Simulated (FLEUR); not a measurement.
## CdSe (Cadmoselite) under changes of volume

One of the cells (28.102 Å³/atom); the others are scaled copies at fixed shape and fractional positions:

```
Cd Se
1.0
     4.30000    0.00000    0.00000
    -2.15000    3.72391    0.00000
     0.00000    0.00000    7.02000
Cd Se
2 2
Direct
  0.66667 0.33333 0.50000
  0.33333 0.66667 0.00000
  0.66667 0.33333 0.88500
  0.33333 0.66667 0.38500
```

```yaml
Program: FLEUR MaX-R8.1 (patched build s14)
Functional: Wu-Cohen GGA
Potentials_or_basis: all-electron
Basis: FLAPW
Kmax: 4.07 1/bohr
k_mesh: 7 × 7 × 4
Occupations: fermi-dirac, width 0.05 eV
Spin: no spin polarisation
```

```csv
volume (Å³/atom),energy over the lowest point (meV/atom),gap on the mesh (eV)
26.416,20.86,0.67
26.978,?,?
28.102,0.00,0.55
29.227,5.63,0.47
29.789,12.85,0.43
```

Task: What does the run at 26.978 Å³/atom give?

Result: Energy over the lowest point 9.48 meV/atom; gap on the mesh 0.63 eV.

Worked out: A Birch-Murnaghan fit of order 2 (a polynomial in V^(-2/3)) to the other rows has its minimum at 28.22 Å³/atom with B0 = V·E''(V) = 52 GPa at fixed shape and positions, which overstates the stiffness. It gives 9.53 meV/atom at 26.978 Å³/atom, against the run's 9.48. A straight line through the other rows of the gap, of slope -1.99 eV per unit of ln V (its deformation potential), gives 0.63 eV, against the run's 0.63.

Energies are extrapolated to zero smearing.

Caveats: the plane-wave cutoff is short for the semicore states, which can make moduli rough.

Spin-orbit coupling on Cd, Se is left out.
